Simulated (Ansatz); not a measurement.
**AlNi: strain energy, fitted**

AlNi, Pm-3m, a = 2.862 Å. The structure is a Materials Project entry; whether it is the stable form wasn't checked. Ansatz: PBEsol, PAW, 420 eV, Γ-centred 18×18×18 mesh on 2 atoms, Gaussian smearing 0.10 eV; no spin polarisation. Series: strain along c alone, the other axes held, atoms fixed by symmetry; x is the strain in per cent. y is the free energy over the unstrained cell, V0 = 11.726 Å³/atom.

```tsv
x (%)	y (meV/atom)
-4.5	?
-3.0	7.93
-1.5	1.86
0.0	0.00
1.5	1.77
3.0	6.80
4.5	14.83
```

Task: Fit y = c2 x² + c3 x³ to the other rows, turn c2 into a modulus, and predict the missing energy.

Result: Least squares on the rows shown. y = 0.81986 x² − 0.019653 x³. In eV per unit strain² c2 is 8.199; this is C33 with relaxed ions (E = ½ C33 V0 ε²): 2 × 8.199 × 160.2 / (11.726) = 224 GPa. At x = -4.5 the fit asked for gives 18.39 meV/atom. The run gave 18.95 meV/atom, so the fit is 0.56 meV/atom too low, 3 % of the span of the series, against an rms of 0.03 meV/atom on the fitted rows. The row lies outside the fitted range. With a term in x⁴ added, a fit to the same known rows predicts 18.64 meV/atom, which recovers part of the miss; the known rows don't hold the rest.